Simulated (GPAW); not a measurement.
# SiC (Moissanite): equation of state with PBE

The system is SiC (Moissanite).

```
Si C
1.0
     3.07600    0.00000    0.00000
    -1.53800    2.66389    0.00000
     0.00000    0.00000    5.04800
Si C
2 2
Direct
  0.66667 0.33333 0.50000
  0.33333 0.66667 0.00000
  0.66667 0.33333 0.88500
  0.33333 0.66667 0.38500
```

* Program: GPAW 26.7.0
* Task: equation of state
* Functional: PBE
* Potentials or basis: GPAW PAW data sets (gpaw-data 1.2.1)
* Cutoff: 800 eV
* Basis: pw
* k mesh: 10 × 10 × 5
* Occupations: fermi-dirac, width 0.05 eV
* Spin: no spin polarisation
* Maxiter: 150
* Eos scales: [0.94, 0.96, 0.98, 1.0, 1.02, 1.04, 1.06]

```yaml
Equilibrium_volume: 10.59 Å³/atom
Bulk_modulus_at_fixed_shape_and_positions: 213 GPa
Pressure_derivative_of_the_bulk_modulus: 3.9
```

Energy against volume, from the lowest point:
| volume (Å³/atom) | energy (meV/atom) |
| --- | --- |
| 9.721 | 53.88 |
| 9.927 | 30.13 |
| 10.134 | 13.67 |
| 10.341 | 3.82 |
| 10.548 | 0.00 |
| 10.755 | 1.65 |
| 10.961 | 8.24 |

Wall time 4.7 min on 1 thread of Arm Neoverse V1, with other jobs on the host, peak memory 0.41 GiB.

Caveat: the cell was scaled at fixed shape and fractional positions, which overstates the stiffness of a crystal with free parameters, most of all of layers and chains.
